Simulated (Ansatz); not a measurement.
The system is Ta2C.

```
CELL_PARAMETERS angstrom
3.10590 0.00000 0.00000
-1.55295 2.68979 0.00000
0.00000 0.00000 4.94640
ATOMIC_POSITIONS crystal
Ta 0.66667 0.33333 0.74799
Ta 0.33333 0.66667 0.25201
C 0.00000 0.00000 0.00000
```

Base run:

| Quantity | Value |
| --- | --- |
| Program | Ansatz 0.2.0 |
| Functional | PBEsol |
| Potentials or basis | Ansatz PAW |
| Cutoff | 420 eV (not typed: the program's choice for these potentials) |
| k mesh | 10 × 10 × 6 |
| Occupations | fermi-dirac, width 0.05 eV |
| Spin | spin-orbit coupling, no magnetisation |

Its results: band gap on the k mesh none (metal or under the smearing width); pressure -3.5 GPa.

Task: The run is repeated on the same cell with these changes: spin from spin-orbit coupling, no magnetisation to no spin polarisation; potential files from those of the base run to others of the same set. What comes out?

Result: Band gap on the k mesh none (metal or under the smearing width); pressure -3.1 GPa.

Caveats: the PAW data sets come from PBE, with cores solved anew for the run's functional, which leaves a small shift of forces and pressure; spin-orbit coupling is left out, which moves the levels of the heavy elements (some runs).
